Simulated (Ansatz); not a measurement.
Consider the cleavage of the B–Ga bond: `Cl[BH][GaH2]` + acetic acid → `CC(=O)OBCl` + `[GaH3]`.

Calculated with Ansatz (gas phase, PBE0-D4/def2-TZVP geometries, no zero-point term in ΔE). CCSD(T)/CBS is the MP2 limit (def2-TZVPP, def2-QZVPP) plus CCSD(T) − MP2 in def2-TZVPP, frozen cores. DFT in def2-TZVPP. For Ga outer-core shells are correlated without core-valence functions, which leaves a few kJ/mol of doubt a bond. Scalar relativity is left out up to krypton. One conformer a species, not always the lowest.

`Cl[BH][GaH2]`:

Z-matrix (Å, degrees):
```
B
Ga 1 2.085
Cl 1 1.749 2 119.1
H 1 1.196 2 126.2 3 180.0
H 2 1.573 1 121.5 3 89.6
H 2 1.573 1 121.5 3 -89.5
```

`CC(=O)O`:

```xyz
8

C    -0.886    0.368    0.051
C     0.535   -0.066    0.223
O     1.255    0.226    1.138
O     0.941   -0.848   -0.795
H    -0.994    0.916   -0.887
H    -1.534   -0.508   -0.009
H    -1.180    0.995    0.888
H     1.862   -1.083   -0.609
```

`CC(=O)OBCl`:

```xyz
10

C    -0.601   -1.442    0.595
C     0.405   -0.468    0.083
O     1.518   -0.708   -0.262
O    -0.112    0.811    0.088
B     0.397    1.800   -0.696
Cl   -0.228    3.409   -0.435
H    -1.497   -1.409   -0.029
H    -0.904   -1.153    1.604
H    -0.178   -2.443    0.599
H     1.200    1.603   -1.546
```

`[GaH3]`:

Z-matrix (Å, degrees):
```
Ga
H 1 1.568
H 1 1.568 2 120.0
H 1 1.568 2 120.0 3 -179.9
```

Is it downhill or uphill in electronic energy at CCSD(T)/CBS, and by how much? (Estimate.)

Computed: Downhill: ΔE = -114.2 kJ/mol.

What do these levels give: CAM-B3LYP-D4, r2SCANh, r2SCAN0, BHLYP, CCSD/def2-SVP, CCSD(T)/def2-TZVPP? (Estimate.)

The calculation gave: CAM-B3LYP-D4 -126.9, r2SCANh -117.7, r2SCAN0 -118.9, BHLYP -126.7, CCSD/def2-SVP -137.6, CCSD(T)/def2-TZVPP -119.4 kJ/mol.

Largest T1 diagnostic among the species: 0.015.

Leaving LDA and LC-ωPBE aside and taking each functional with its dispersion term where it has one, the values, not all of them listed here, spread over 23.2 kJ/mol, from B97M-V to PBE-D4. LDA lies −10.0 kJ/mol from PBE without D4. In def2-TZVPP, CCSD(T) changes the Hartree–Fock value by +15.3 kJ/mol (the triples alone add +0.7 kJ/mol) and MP2 by +12.0 kJ/mol.
